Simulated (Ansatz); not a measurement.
Set up this calculation in Ansatz 0.2.0, as the native input.

```
Task                : single point
Functional          : PBEsol
Potentials or basis : Ansatz PAW
Cutoff              : 420 eV (not typed: the program's choice for these potentials)
k mesh              : 11 × 11 × 6
Occupations         : fermi-dirac, width 0.05 eV
Spin                : no spin polarisation
```

Crystal: Cr.

```
Cr
1.0
     2.71400    0.00000    0.00000
    -1.35700    2.35039    0.00000
     0.00000    0.00000    4.41000
Cr
2
Cartesian
  1.3570 0.7835 3.3075
  0.0000 1.5669 1.1025
```

This isn't the form of Cr at room conditions, which is bcc.

One way to write it, as run:

input.yaml

```yaml
crystal:
  lattice:
    - [2.714, 0.0, 0.0]
    - [-1.357, 2.3503929459, 0.0]
    - [0.0, 0.0, 4.41]
  atoms:
    - { symbol: Cr, position: [0.6666666667, 0.3333333333, 0.75] }
    - { symbol: Cr, position: [0.3333333333, 0.6666666667, 0.25] }
hamiltonian:
  xc: pbesol
  pseudopotentials: { kind: paw }
kpoints:
  mp_grid: { grid: [11, 11, 6] }
scf:
  occupations: { method: fermi_dirac, width: 0.05 }
output:
  forces: true
  stress: true
  eigenvalues: true
```

Potentials or basis: Ansatz PAW.

Launch:

```console
$ ansatz run input.yaml --threads 2 --pin off --max-ram 5632MiB --backend cpu --events-out ev --progress --plain --runs-dir out
```

It gave:

* Pressure: -34.1 GPa
* Band gap on the k mesh: none (metal or under the smearing width)

Caveat: a pressure of tens of GPa on the cell as given is suspect, and the run, the potentials or the cell itself is likely at fault; the run has no spin polarisation, though such a crystal can be magnetic; the PAW data sets come from PBE, with cores solved anew for the run's functional, which leaves a small shift of forces and pressure.

Wall time 1.1 s on 2 threads of Intel(R) Xeon(R) Platinum 8259CL CPU @ 2.50GHz (Skylake/Cascade Lake) (shared host), peak memory 0.38 GiB.
